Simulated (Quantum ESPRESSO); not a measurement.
CoO, 2 atoms in the cell. It takes space group Fm-3m (No. 225, cubic). The conventional cell has a = 4.263 Å, b = 4.263 Å, c = 4.263 Å, α = 90.00°, β = 90.00°, γ = 90.00°. Around Co (site symmetry m-3m) lie 6 O at 2.13 Å. O (site symmetry m-3m) has 6 Co at 2.13 Å as nearest neighbours. 

- Program: Quantum ESPRESSO 7.5
- Task: projected density of states
- Functional: PBEsol
- Potentials or basis: GBRV 1.5 PBEsol
- Cutoff: 762 eV
- Density cutoff: 6095 eV
- k mesh: 8 × 8 × 8
- Occupations: fermi-dirac, width 0.05 eV
- Spin: collinear spin, ferromagnetic start
- Starting moments: [2.0, 0.0] μB
- Hubbard projectors: ortho-atomic
- Mixing beta: 0.3
- Most SCF iterations: 120
- SCF threshold: 4e-10 Ry
- Dos occupations: tetrahedra_opt

Potentials or basis: GBRV 1.5 PBEsol.

Command:

```sh
$ OMP_NUM_THREADS=1 mpirun -n 2 pw.x -nk 2 -in pw.in > pw.out
$ OMP_NUM_THREADS=1 mpirun -n 2 pw.x -nk 2 -in nscf.in > nscf.out
$ OMP_NUM_THREADS=1 mpirun -n 1 projwfc.x -in projwfc.in > projwfc.out
```

Hardware: 2 MPI ranks on Arm Neoverse V2 (shared host).

Question: How long does it take, and how much memory?

Answer: It took 35 s on 2 MPI ranks on Arm Neoverse V2 (shared host), peak memory 0.2 GiB a rank. Counts: scf iterations 18, k pools 2, bands 21, k points 29, g dense 20875.
